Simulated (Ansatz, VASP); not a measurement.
One calculation of TePb, two programs

File INCAR:

```
  PREC = Accurate
  ENCUT = 520
  EDIFF = 1E-6
  ISMEAR = 0
  SIGMA = 0.05
  LREAL = False
  LASPH = True
  NELM = 100
  ALGO = Normal
  ISIF = 2
  LWAVE = False
  LCHARG = True
  GGA = PE
  IVDW = 12
  LELF = True
  LVHAR = True
  NBANDS = 17
```

KPOINTS

```
regular mesh
0
Gamma
  8 8 8
```

POSCAR

```
TePb
1.0
    4.0022870000      0.0000000000      0.0000000000
    0.0000000000      4.0022870000      0.0000000000
    0.0000000000      0.0000000000      4.0022870000
Te Pb
1 1
Direct
    0.5000000000      0.5000000000      0.5000000000
    0.0000000000      0.0000000000      0.0000000000
```

Input for Ansatz:

```yaml
crystal:
  lattice:
    - [4.002287, 0.0, 0.0]
    - [0.0, 4.002287, 0.0]
    - [0.0, 0.0, 4.002287]
  atoms:
    - { symbol: Te, position: [0.5, 0.5, 0.5] }
    - { symbol: Pb, position: [0.0, 0.0, 0.0] }
basis:
  ecutwfc: 420
  ecutrho_ratio: 4
kpoints:
  mp_grid: { grid: [8, 8, 8] }
hamiltonian:
  xc: pbe
  dispersion: d3bj
scf:
  occupations: { method: gaussian, width: 0.05 }
output:
  forces: true
  stress: true
  eigenvalues: true
```

Measurements of this composition are mostly on another form, of space group No. 225.

Alike in both runs: task single point; functional PBE; dispersion D3(BJ); k mesh 8 × 8 × 8; occupations gaussian, width 0.05 eV; no spin polarisation.

|  | VASP | Ansatz |
| --- | --- | --- |
| version | VASP 6.6.1 | Ansatz 0.2.0 |
| potentials or method | VASP PAW PBE potentials, release 64 (Te, Pb_d) | scalar-relativistic, plane waves, PAW |
| plane-wave cutoff (eV) | 520 | 420 |
| valence electrons in the cell | 20 | 30 |

|  | VASP | Ansatz | Ansatz less VASP |
| --- | --- | --- | --- |
| gap on the k mesh at the Fermi level (eV) | none | none | - |
| pressure (GPa) | -1.6 | -1.5 | +0.05 |

A gap of «none» marks a metal or a gap that the smearing closes. The functional is the same, so the differences come from potentials, cutoffs and numerics. The two sets of potentials don't hold the same shells in valence. Ansatz warned: «dispersion_switch_in_reach».

Caveats: pairwise dispersion overbinds metals, which lowers pressure and volume. Spin-orbit coupling is left out, which matters for the levels of Pb, Te.
